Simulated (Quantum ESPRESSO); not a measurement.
An input for Quantum ESPRESSO 7.5 (Tc):

The input pw.in:

```
&CONTROL
  calculation = 'scf'
  prefix = 'pwscf'
  outdir = './tmp'
  pseudo_dir = './pseudo'
  tprnfor = .true.
  tstress = .true.
  disk_io = 'nowf'
  verbosity = 'high'
/
&SYSTEM
  ibrav = 0
  nat = 1
  ntyp = 1
  ecutwfc = 84
  nbnd = 13
  input_dft = 'b3lyp'
  occupations = 'smearing'
  smearing = 'fd'
  degauss = 0.00367493
  nqx1 = 4
  nqx2 = 4
  nqx3 = 4
  ecutfock = 126
  vdw_corr = 'grimme-d3'
  dftd3_version = 3
  exxdiv_treatment = 'vcut_spherical'
  x_gamma_extrapolation = .false.
/
&ELECTRONS
  conv_thr = 1d-08
  electron_maxstep = 120
  mixing_beta = 0.5
  mixing_ndim = 4
/
ATOMIC_SPECIES
Tc    97.9072 Tc.upf
CELL_PARAMETERS angstrom
   0.0000000000    1.9500000000    1.9500000000
   1.9500000000    0.0000000000    1.9500000000
   1.9500000000    1.9500000000    0.0000000000
ATOMIC_POSITIONS crystal
Tc     0.0000000000    0.0000000000    0.0000000000
K_POINTS automatic
8 8 8 0 0 0
```

Potentials or basis: PseudoDojo 0.4 SR PBE stringent.

Launch:

```console
$ OMP_NUM_THREADS=1 pw.x -in pw.in > pw.out
```

Q: What does the program do with it?

A: The run stopped without a result. It printed:

pw.out:

```text
This program is part of the open-source Quantum ESPRESSO suite
     for quantum simulation of materials; please cite
         "P. Giannozzi et al., J. Phys.:Condens. Matter 21 395502 (2009);
         "P. Giannozzi et al., J. Phys.:Condens. Matter 29 465901 (2017);
         "P. Giannozzi et al., J. Chem. Phys. 152 154105 (2020);
     in publications or presentations arising from this work. More details at

     IMPORTANT: XC functional enforced from input :
     Exchange-correlation= B3LYP
                           (   7  12   9   7   0   0   0)
[... 521 lines left out ...]
   0.0883883   0.0883883  -0.2651650         7   -9
  -0.4419417  -0.4419417   0.2651650         9   -9
   0.6187184   0.2651650  -0.4419417        23  -19
   0.0883883  -0.2651650   0.0883883         7   -7
   0.2651650  -0.0883883  -0.0883883         7   -3
  -0.2651650  -0.6187184   0.4419417        23  -13

 %%%%%%%%%%%%%%%%%%%%%%%%%%%%%%%%%%%%%%%%%%%%%%%%%%%%%%%%%%%%%%%%%%%%%%%%%%%%%%
     Error in routine vcut_init (1):
     'vcut' Coulomb cutoff with non-orthogonal axis untested
 %%%%%%%%%%%%%%%%%%%%%%%%%%%%%%%%%%%%%%%%%%%%%%%%%%%%%%%%%%%%%%%%%%%%%%%%%%%%%%

     stopping ...
```
